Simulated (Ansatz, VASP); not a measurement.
**One calculation of AgCl, two programs**

```xyz
2
Lattice="-0.0555 2.7454 2.7454 2.7454 -0.0555 2.7454 2.7454 2.7454 -0.0555" Properties=species:S:1:pos:R:3 pbc="T T T"
Ag    2.7177    2.7177    2.7177
Cl    0.0000    0.0000    0.0000
```

Change from the starting cell: equal xy, yz and zx shear strains of -2 %, PAW files.

Alike in both runs: task electric field gradients; functional PBEsol; k mesh 9 × 9 × 9; occupations fermi-dirac, width 0.01 eV; no spin polarisation.

```csv
,VASP,Ansatz
version,VASP 6.6.1,Ansatz 0.2.0
potentials or method,"VASP PAW PBE potentials, release 64 (Ag, Cl)","PAW with Ansatz's default frozen-core files, scalar-relativistic"
plane-wave cutoff (eV),520,420
valence electrons in the cell,18,26
```

Ansatz gave:

- gap on the k mesh at the Fermi level (eV): 0.76
- pressure (GPa): -2.7
- largest component of the traceless stress (GPa): 0.13
- Vzz of the field gradient on the site that differs most (V/Å²): -8.9

Task: Which values does VASP return?

Result: gap on the k mesh at the Fermi level (eV): 0.75; pressure (GPa): -2.7; largest component of the traceless stress (GPa): 0.13; Vzz of the field gradient on the site that differs most (V/Å²): -8.8.

The two sets of potentials don't hold the same shells in valence. Ansatz warned: «gradients_without_spin_orbit».

Caveats: the PAW data sets were made with another functional, which shifts forces and pressure a little (VASP); an odd mesh through Γ misses points on the zone boundary, where band edges often lie.
